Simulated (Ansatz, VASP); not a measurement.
# Two plane-wave programs on Cu

File POSCAR:

```
Cu
1.0
    0.0000000000      1.8460000000      1.8460000000
    1.8460000000      0.0000000000      1.8460000000
    1.8460000000      1.8460000000      0.0000000000
Cu
1
Direct
    0.0000000000      0.0000000000      0.0000000000
```

File INCAR.step1:

```
SYSTEM = Cu
PREC     = Accurate       ! precision mode
ENCUT    = 520            ! plane-wave cutoff, eV
ISMEAR   = 0              ! smearing method
SIGMA    = 0.1            ! smearing width, eV
LREAL    = .False.        ! projectors in reciprocal space
LASPH    = .True.         ! aspherical terms in the spheres
NELM     = 80             ! most SCF steps
NBANDS   = 12             ! bands
GGA      = PE             ! functional
ALGO     = Normal         ! electronic algorithm
EDIFF    = 1E-4           ! SCF threshold, eV
LWAVE    = .True.         ! write WAVECAR
LCHARG   = .False.        ! write CHGCAR
```

INCAR.step2

```
SYSTEM = Cu
PREC     = Accurate       ! precision mode
ENCUT    = 520            ! plane-wave cutoff, eV
EDIFF    = 1E-6           ! SCF threshold, eV
ISMEAR   = 0              ! smearing method
SIGMA    = 0.1            ! smearing width, eV
LREAL    = .False.        ! projectors in reciprocal space
LASPH    = .True.         ! aspherical terms in the spheres
NELM     = 80             ! most SCF steps
ALGO     = Normal         ! electronic algorithm
ISIF     = 2              ! what is computed and relaxed
LWAVE    = .False.        ! write WAVECAR
LCHARG   = .False.        ! write CHGCAR
METAGGA  = R2SCAN         ! meta-GGA
LMIXTAU  = .True.       
NBANDS   = 12             ! bands
ISTART   = 1
```

Contents of KPOINTS:

```
Automatic mesh
0
Gamma
  14 14 14
  0 0 0
```

Input for Ansatz:

```yaml
crystal:
  lattice:
    - [0.0, 1.846, 1.846]
    - [1.846, 0.0, 1.846]
    - [1.846, 1.846, 0.0]
  atoms:
    - { symbol: Cu, position: [0.0, 0.0, 0.0] }
hamiltonian:
  xc: r2scan
  pseudopotentials: { kind: paw }
basis:
  ecutwfc: 500
kpoints:
  mp_grid: { grid: [14, 14, 14] }
scf:
  occupations: { method: gaussian, width: 0.1 }
  lower_state_search: "off"
  max_iter: 8
output:
  forces: true
  stress: true
```

Alike in both runs: task single point; functional r2SCAN; k mesh 14 × 14 × 14; occupations gaussian, width 0.1 eV; no spin polarisation.

|  | VASP | Ansatz |
| --- | --- | --- |
| version | VASP 6.6.1 | Ansatz 0.2.0 |
| potentials or method | VASP PAW PBE potentials, release 64 (Cu) | PAW, plane waves, scalar-relativistic |
| plane-wave cutoff (eV) | 520 | 500 |
| valence electrons in the cell | 11 | 19 |

```tsv
	VASP	Ansatz	Ansatz less VASP
pressure (GPa)	-11.7	-12.2	-0.51
```

The functional is the same, so the differences come from potentials, cutoffs and numerics. The two sets of potentials don't hold the same shells in valence.

Caveats: the PAW data sets were made with another functional, which shifts forces and pressure a little (VASP).
